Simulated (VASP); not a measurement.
Consider the following.

```
CELL_PARAMETERS angstrom
      0.00000     2.90000     2.90000
      2.90000     0.00000     2.90000
      2.90000     2.90000     0.00000
ATOMIC_POSITIONS crystal
  Sr 0.00000 0.00000 0.00000
  F  0.25000 0.25000 0.25000
  F  0.75000 0.75000 0.75000
```

These are PBE GGA, VASP's PBE PAW potentials (set 64) (plane waves; VASP 6.6.1) values and carry that method's errors. Numerical set-up: 520 eV cut-off, 6×6×6 Γ-centred mesh, Gaussian smearing of 0.050 eV, potentials Sr_sv F.

Question: Estimate the energy per atom (σ→0), pressure, band gap (on the k-mesh) with the smallest direct gap where there is one.

Answer: 
The band gap (on the k-mesh) is 6.92 eV. The smallest direct gap (on the k-mesh) is 7.02 eV, the energy per atom (σ→0) is -5.686 eV/atom and the pressure is 2.35 GPa.

Only differences to runs with the same potentials and settings are physical.

The compound is SrF2 in the fluorite structure. The cell was not relaxed at this level.
